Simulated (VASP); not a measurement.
**AgCl in VASP: one cell, several levels of theory**

What does VASP give for AgCl, CsCl type, under -1.5 % biaxial strain in x and y, free along z, the cell held fixed? Runs: PBE, r2SCAN. The results are then set beside those of Ansatz 0.2.0 for the same cell. This is a trial cell built on a prototype, not taken from a measured structure, and it needn't be the compound's ground state.

Code: VASP 6.6.1. PAW datasets, plane waves. All values are calculated for a non-magnetic cell, which may be hypothetical.

## (1) Starting point

The cell comes from an earlier relaxation with r2SCAN in another program, then strained, with the atoms relaxed again.

The symmetry is P4/mmm (No. 123, tetragonal); a = 3.343 Å, c = 3.437 Å in the conventional setting, 19.21 Å³ an atom. Ag has 8 Cl at 2.92 Å and 4 Ag at 3.34 Å; Cl has 8 Ag at 2.92 Å and 4 Cl at 3.34 Å.

Coordinates:

```
CELL_PARAMETERS angstrom
3.34330 0.00000 0.00000
0.00000 3.34330 0.00000
0.00000 0.00000 3.43716
ATOMIC_POSITIONS crystal
Ag 0.00000 0.00000 0.00000
Cl 0.50000 0.50000 0.50000
```

## (2) Single point with PBE

INCAR

```
ENCUT = 520.000000
SIGMA = 0.020000
EDIFF = 1.00e-07
GGA = PE
PREC = Accurate
IBRION = -1
ISIF = 2
ISMEAR = -1
NBANDS = 16
NELM = 120
NSW = 0
LASPH = .TRUE.
LCHARG = .TRUE.
LELF = .TRUE.
LWAVE = .FALSE.
LREAL = .FALSE.
```

KPOINTS

```
KPOINTS created by Atomic Simulation Environment
0
Gamma
8 8 8
0 0 0
```

KPOINTS_OPT

```
special points
5
Reciprocal
0.0000000000 0.0000000000 0.0000000000 1
0.0000000000 0.5000000000 0.0000000000 1
0.5000000000 0.5000000000 0.0000000000 1
0.5000000000 0.5000000000 0.5000000000 1
0.0000000000 0.0000000000 0.5000000000 1
```

POSCAR

```
Ag Cl
 1.0000000000000000
     3.3432959860999998    0.0000000000000000    0.0000000000000000
     0.0000000000000000    3.3432959860999998    0.0000000000000000
     0.0000000000000000    0.0000000000000000    3.4371592997999998
 Ag  Cl
   1   1
Cartesian
  0.0000000000000000  0.0000000000000000  0.0000000000000000
  1.6716479930499999  1.6716479930499999  1.7185796498999999
```

Potentials: the recommended PBE PAW datasets, 18 valence electrons in the neutral cell.

On the command line:

```bash
> mpirun -np 1 vasp_std
```

Standard output, without the iteration lines:

```text
POSCAR found type information on POSCAR AgCl
 POSCAR found :  2 types and       2 ions
 LDA part: xc-table for (Slater+PW92), standard interpolation
 POSCAR, INCAR and KPOINTS ok, starting setup
 FFT: planning ... GRIDC
 FFT: planning ... GRID_SOFT
 FFT: planning ... GRID
 WAVECAR not read
 entering main loop
 Start KPOINTS_OPT (optional k-point list driver)
k-point batch [1-5\5]
```

OSZICAR:

```text
N       E                     dE             d eps       ncg     rms          rms(c)
DAV:   1     0.102458941222E+03    0.10246E+03   -0.86928E+03  2472   0.102E+03
DAV:   2    -0.184191436877E+01   -0.10430E+03   -0.95940E+02  3120   0.228E+02
DAV:   3    -0.537226638045E+01   -0.35304E+01   -0.35233E+01  2960   0.441E+01
DAV:   4    -0.539478290018E+01   -0.22517E-01   -0.22515E-01  3000   0.381E+00
DAV:   5    -0.539504642845E+01   -0.26353E-03   -0.26353E-03  3024   0.401E-01    0.623E+00
DAV:   6    -0.511621140465E+01    0.27884E+00   -0.35611E-01  2952   0.864E+00    0.415E+00
DAV:   7    -0.510733259689E+01    0.88788E-02   -0.13675E-01  2600   0.247E+00    0.222E+00
DAV:   8    -0.510418644430E+01    0.31462E-02   -0.69246E-03  2864   0.848E-01    0.398E-01
DAV:   9    -0.510394027059E+01    0.24617E-03   -0.66568E-04  3152   0.377E-01    0.503E-02
DAV:  10    -0.510396414832E+01   -0.23878E-04   -0.10327E-04  2832   0.106E-01    0.409E-02
DAV:  11    -0.510397034195E+01   -0.61936E-05   -0.59450E-06  2808   0.210E-02    0.648E-03
DAV:  12    -0.510397013237E+01    0.20958E-06   -0.95867E-07  2920   0.838E-03    0.182E-03
DAV:  13    -0.510397018045E+01   -0.48076E-07   -0.19049E-07  2376   0.309E-03
   1 F= -.51039702E+01 E0= -.51039702E+01  d E =-.329207E-08
       N       E                     dE             ncg
DAV:   1     0.275874003205E+04   -0.21134E+04      160
DAV:   2     0.224971857085E+04   -0.50902E+03      192
DAV:   3     0.223474702366E+04   -0.14972E+02      200
DAV:   4     0.223466453692E+04   -0.82487E-01      208
DAV:   5     0.223466356252E+04   -0.97440E-03      192
DAV:   6     0.223466354708E+04   -0.15441E-04      208
DAV:   7     0.223466354681E+04   -0.27537E-06      200
DAV:   8     0.223466354680E+04   -0.55047E-08      168
```

The lines after F= are the extra pass for the points of KPOINTS_OPT, at fixed density; their E is not a total energy.

OUTCAR, selected sections:

```text
k-points           NKPTS =     75   k-points in BZ     NKDIM =     75   number of bands    NBANDS=     16

   NELECT =      18.0000    total number of electrons

   dimension x,y,z NGX =    28 NGY =   28 NGZ =   28
   dimension x,y,z NGXF=    56 NGYF=   56 NGZF=   56

  energy-cutoff  :      520.00
  volume of cell :       38.42
      direct lattice vectors                 reciprocal lattice vectors
     3.343295986  0.000000000  0.000000000     0.299106033  0.000000000  0.000000000
     0.000000000  3.343295986  0.000000000     0.000000000  0.299106033  0.000000000
     0.000000000  0.000000000  3.437159300     0.000000000  0.000000000  0.290937927

 k-points in reciprocal lattice and weights: KPOINTS created by Atomic Simulation Env
   0.00000000  0.00000000  0.00000000       0.002
   0.12500000  0.00000000  0.00000000       0.008
   0.25000000  0.00000000  0.00000000       0.008
   0.37500000  0.00000000  0.00000000       0.008
   0.50000000  0.00000000  0.00000000       0.004
   0.12500000  0.12500000  0.00000000       0.008
   0.25000000  0.12500000  0.00000000       0.016
   0.37500000  0.12500000  0.00000000       0.016
[... 67 more k-points ...]

 E-fermi :   4.8748

 k-point     1 :       0.0000    0.0000    0.0000
  band No.  band energies     occupation
      1     -10.3491      2.00000
      2       1.5861      2.00000
      3       1.6324      2.00000
      4       2.6502      2.00000
      5       2.6502      2.00000
      6       2.6832      2.00000
      7       2.7010      2.00000
      8       2.9780      2.00000
      9       2.9780      2.00000
     10       5.1448      0.00000
     11      13.8493      0.00000
     12      14.0131      0.00000
     13      18.3098      0.00000
     14      18.7728      0.00000
     15      18.7728      0.00000
     16      20.9825      0.00000

 k-point     2 :       0.1250    0.0000    0.0000
  band No.  band energies     occupation
      1     -10.2750      2.00000
      2       1.3875      2.00000
      3       1.6483      2.00000
      4       2.1370      2.00000
      5       2.2947      2.00000
      6       2.4944      2.00000
      7       2.6592      2.00000
      8       3.2793      2.00000
      9       3.4226      2.00000
     10       5.9072      0.00000
     11      13.8565      0.00000
     12      14.1081      0.00000
     13      17.3049      0.00000
     14      17.8149      0.00000
     15      18.2820      0.00000
     16      20.9111      0.00000

 k-point     3 :       0.2500    0.0000    0.0000
  band No.  band energies     occupation
      1     -10.0856      2.00000
      2       0.4020      2.00000
      3       1.7081      2.00000
      4       1.7138      2.00000
      5       1.8941      2.00000
      6       2.5679      2.00000
      7       2.6812      2.00000
      8       3.8743      2.00000
      9       3.9703      2.00000
     10       7.1012      0.00000
     11      13.4169      0.00000
     12      13.8620      0.00000
     13      15.7661      0.00000
     14      16.3302      0.00000
     15      18.6404      0.00000
     16      20.7411      0.00000

 k-point     4 :       0.3750    0.0000    0.0000
  band No.  band energies     occupation
      1      -9.8788      2.00000
      2      -0.5166      2.00000
      3       1.4430      2.00000
      4       1.6331      2.00000
      5       1.7711      2.00000
      6       2.7034      2.00000
      7       2.9262      2.00000
      8       4.3421      2.00000
      9       4.3984      2.00000
     10       8.3323      0.00000
     11      11.7314      0.00000
     12      13.8144      0.00000
     13      14.6233      0.00000
     14      15.2287      0.00000
     15      20.5744      0.00000
     16      20.7258      0.00000

 k-point     5 :       0.5000    0.0000    0.0000
  band No.  band energies     occupation
      1      -9.7871      2.00000
      2      -0.8653      2.00000
      3       1.3497      2.00000
      4       1.5427      2.00000
      5       1.7976      2.00000
      6       2.7127      2.00000
      7       3.0963      2.00000
      8       4.5261      2.00000
      9       4.5649      2.00000
     10       9.4227      0.00000
     11      10.3520      0.00000
     12      13.7966      0.00000
     13      14.2023      0.00000
     14      14.8251      0.00000
     15      20.5063      0.00000
     16      20.5608      0.00000

 k-point     6 :       0.1250    0.1250    0.0000
  band No.  band energies     occupation
      1     -10.2037      2.00000
      2       1.3867      2.00000
      3       1.4608      2.00000
      4       1.9547      2.00000
      5       2.0096      2.00000
      6       2.5982      2.00000
      7       2.9370      2.00000
      8       2.9825      2.00000
      9       3.5238      2.00000
     10       6.5629      0.00000
     11      13.8831      0.00000
     12      14.2610      0.00000
     13      16.4500      0.00000
     14      16.8699      0.00000
     15      18.7783      0.00000
     16      20.1018      0.00000

 k-point     7 :       0.2500    0.1250    0.0000
  band No.  band energies     occupation
      1     -10.0222      2.00000
      2       0.4766      2.00000
      3       1.5058      2.00000
      4       1.7407      2.00000
      5       1.9392      2.00000
      6       2.5949      2.00000
      7       2.6842      2.00000
      8       3.4615      2.00000
      9       3.9401      2.00000
     10       7.6305      0.00000
     11      13.2164      0.00000
     12      14.1905      0.00000
     13      15.6397      0.00000
     14      15.8223      0.00000
     15      19.0070      0.00000
     16      19.8473      0.00000

 k-point     8 :       0.3750    0.1250    0.0000
  band No.  band energies     occupation
      1      -9.8249      2.00000
      2      -0.3747      2.00000
      3       1.4830      2.00000
      4       1.5237      2.00000
      5       1.8775      2.00000
      6       2.6299      2.00000
      7       2.9252      2.00000
      8       3.8596      2.00000
      9       4.2809      2.00000
     10       8.6985      0.00000
     11      11.5284      0.00000
     12      14.2170      0.00000
     13      14.8959      0.00000
     14      15.0499      0.00000
     15      19.9154      0.00000
     16      20.7439      0.00000

 k-point     9 :       0.5000    0.1250    0.0000
  band No.  band energies     occupation
      1      -9.7377      2.00000
      2      -0.7034      2.00000
      3       1.4441      2.00000
      4       1.4470      2.00000
      5       1.8684      2.00000
      6       2.6474      2.00000
      7       3.0791      2.00000
      8       4.0227      2.00000
      9       4.4136      2.00000
     10       9.8470      0.00000
     11      10.0523      0.00000
     12      14.2989      0.00000
     13      14.5434      0.00000
     14      14.6764      0.00000
     15      19.9599      0.00000
     16      21.2324      0.00000

 k-point    10 :       0.2500    0.2500    0.0000
  band No.  band energies     occupation
      1      -9.8618      2.00000
      2       0.4679      2.00000
      3       1.1358      2.00000
      4       1.7728      2.00000
      5       2.0370      2.00000
      6       2.4727      2.00000
      7       2.8635      2.00000
      8       2.9196      2.00000
      9       4.0448      2.00000
     10       8.3792      0.00000
     11      12.4624      0.00000
     12      14.3737      0.00000
     13      15.5587      0.00000
     14      15.8352      0.00000
     15      19.0029      0.00000
     16      19.3081      0.00000

 k-point    11 :       0.3750    0.2500    0.0000
  band No.  band energies     occupation
      1      -9.6892      2.00000
      2      -0.0052      2.00000
      3       1.1424      2.00000
      4       1.7403      2.00000
      5       2.0306      2.00000
      6       2.4679      2.00000
      7       2.8857      2.00000
      8       3.0675      2.00000
      9       4.0957      2.00000
     10       8.7364      0.00000
     11      11.6266      0.00000
     12      14.2750      0.00000
     13      15.5974      0.00000
     14      15.6387      0.00000
     15      18.9164      0.00000
     16      20.5622      0.00000

 k-point    12 :       0.5000    0.2500    0.0000
  band No.  band energies     occupation
      1      -9.6137      2.00000
      2      -0.2570      2.00000
      3       1.1791      2.00000
      4       1.7094      2.00000
      5       2.0136      2.00000
      6       2.4963      2.00000
      7       3.0342      2.00000
      8       3.0950      2.00000
      9       4.1035      2.00000
     10       8.7841      0.00000
     11      11.3150      0.00000
     12      14.2689      0.00000
     13      15.4284      0.00000
     14      15.5079      0.00000
     15      19.0414      0.00000
     16      21.4575      0.00000

[... the tables of k-points 13 to 75 left out ...]

  Total        0.7247789      0.7247789      0.3869015      0.0000000     -0.0000000      0.0000000
  in kB       30.2250337     30.2250337     16.1347293      0.0000000     -0.0000000      0.0000000
  external PRESSURE =      25.5282656 kB  Pullay stress =       0.0000000 kB

 POSITION                                       TOTAL-FORCE (eV/Angst)
 -----------------------------------------------------------------------------------
      0.00000      0.00000      0.00000         0.000000      0.000000      0.000000
      1.67165      1.67165      1.71858         0.000000      0.000000      0.000000
 -----------------------------------------------------------------------------------
    total drift:                               -0.000000      0.000000      0.000000

  FREE ENERGIE OF THE ION-ELECTRON SYSTEM (eV)
  ---------------------------------------------------
  free  energy   TOTEN  =        -5.1039701805 eV

  energy  without entropy=       -5.1039701772  energy(sigma->0) =       -5.10397018
```

Hardware: 1 MPI rank of Intel Xeon 6975P-C, shared host.

The levels at the points of KPOINTS_OPT are read from vasprun.xml.

Levels at the named points, in eV from the top of band v (v: the last filled band by count, c: the next):

```csv
point,v−1,v,c,c+1
Γ,-1.60,-1.60,0.56,9.27
X,-0.06,-0.02,4.84,5.77
M,-1.56,-1.13,2.92,9.00
R,-0.22,-0.16,4.58,4.58
```

Gap with PBE: 0.56 eV, valence top at (0.00, 0.00, 0.50), conduction bottom at Γ. Least direct gap: 2.17 eV. The pressure is 2.55 GPa; the forces vanish within 0.01 eV/Å.

Density in a lattice plane of the grid's cell (edges 3.34 and 3.44 Å, at 0.000 of the third edge), which holds Ag.

Values in e/Å³, 12 rows by 12 columns:
```
6.14 4.86 2.61 0.94 0.26 0.11 0.08 0.11 0.26 0.94 2.61 4.86
3.13 2.52 1.34 0.50 0.18 0.09 0.07 0.09 0.18 0.50 1.34 2.52
1.07 0.86 0.48 0.23 0.12 0.08 0.07 0.08 0.12 0.23 0.48 0.86
0.26 0.23 0.16 0.11 0.08 0.08 0.07 0.08 0.08 0.11 0.16 0.23
0.11 0.10 0.09 0.08 0.08 0.08 0.08 0.08 0.08 0.08 0.09 0.10
0.07 0.07 0.07 0.07 0.07 0.08 0.08 0.08 0.07 0.07 0.07 0.07
0.11 0.10 0.09 0.08 0.08 0.08 0.08 0.08 0.08 0.08 0.09 0.10
0.26 0.23 0.16 0.11 0.08 0.08 0.07 0.08 0.08 0.11 0.16 0.23
1.07 0.86 0.48 0.23 0.12 0.08 0.07 0.08 0.12 0.23 0.48 0.86
3.13 2.52 1.34 0.50 0.18 0.09 0.07 0.09 0.18 0.50 1.34 2.52
6.14 4.86 2.61 0.94 0.26 0.11 0.08 0.11 0.26 0.94 2.61 4.86
8.00 6.22 3.28 1.19 0.30 0.12 0.08 0.12 0.30 1.19 3.28 6.22
```
Columns run along the first of these edges and rows up along the second, over one cell in 12 and 12 even steps from the bottom left corner. Atoms in the plane (fractional): Ag at (0.00, 0.00).

ELF in the same plane.

Ten even steps from ' ' (0.00) to '@' (0.24):
```
        ::**@@@@%%++==--::--==++%%@@@@**::      
      ::++%%@@@@##++--::::::--++##@@@@%%++::    
..::--++%%@@@@%%++==--::::::--==++%%@@@@%%++--::
++**##%%@@@@%%**==--::::::::::--==**%%@@@@%%##**
@@@@@@@@@@##**==--::::::::::::::--==**##@@@@@@@@
@@@@%%##**++==--::::::::::::::::::--==++**##%%@@
******++==--::::::::::::::::::::::::::--==++****
====------::::::::::::::::::::::::::::::------==
::::::::::::::::::::::::::::::::::::::::::::::::
::::::::::::::::::::::::::::::::::::::::::::::::
::::::::::::::::::::::::::::::::::::::::::::::::
====------::::::::::::::::::::::::::::::------==
******++==--::::::::::::::::::::::::::--==++****
@@@@%%##**++==--::::::::::::::::::--==++**##%%@@
@@@@@@@@@@##**==--::::::::::::::--==**##@@@@@@@@
++**##%%@@@@%%**==--::::::::::--==**%%@@@@%%##**
..::--++%%@@@@%%++==--::::::--==++%%@@@@%%++--::
      ::++%%@@@@##++--::::::--++##@@@@%%++::    
        ::**@@@@%%++==--::--==++%%@@@@**::      
        ::**%%@@%%++==--::--==++%%@@%%**::      
```
Columns run along the first of these edges and rows up along the second, over one cell in 24 and 20 even steps from the bottom left corner. Atoms in the plane (fractional): Ag at (0.00, 0.00).

Both are smooth fields of the valence electrons: close to the nuclei they are not physical.

Maxima of ELF outside the ion cores: 0.88 in the shell around Cl, 0.8 Å from Cl.

(Part 1 of 2 ends here.)
